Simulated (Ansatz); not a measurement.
## Formation energy of NiSb in the rocksalt structure

Level of theory: DFT, r²SCAN, scalar-relativistic, collinear spin; plane waves to 500 eV with PAW datasets (Ansatz 0.2.0), Γ-centred 12×12×12 mesh, 0.05 eV Gaussian smearing; PAW files: Ansatz's generated set soft_2.

The start was a prototype's sites filled with these elements. The Crystallography Open Database lists the compound in space group P63/mmc, so this is a trial structure.

The structure is cubic, space group Fm-3m (No. 225). Conventional cell: a = 5.225 Å, b = 5.225 Å, c = 5.225 Å, α = 90.00°, β = 90.00°, γ = 90.00°. Ni (site symmetry m-3m) is surrounded by 6 Sb at 2.61 Å. Sb (site symmetry m-3m) has 6 Ni at 2.61 Å as nearest neighbours. (Shells end 15 % past the nearest neighbour.)

The elements were computed in their standard states with the same datasets, cutoff and functional. Total energies depend on the potentials used, so only differences within one code and one set of settings carry meaning.

Energy of the relaxed cell (2 atoms, smearing extrapolated to zero): -12344.318 eV. Elements, in eV/atom: Ni -5845.289, Sb -6499.126.

Question: What is the formation energy?

Answer: [-12344.318 − (1 × -5845.289 + 1 × -6499.126)] / 2 = 0.05 eV/atom, or 5 kJ per mole of atoms.

The value is for 0 K, without zero-point energy. A positive value means that this structure is unstable even against the elements at this level.

The calculation's cell holds 33 valence electrons, an odd number. Without magnetic order each band takes two, so one stays part-filled and the crystal must be a metal. (Only strong correlation, outside this picture, could make a Mott insulator of it.)

For elements this heavy, spin–orbit coupling would shift levels and gaps; it isn't included here.
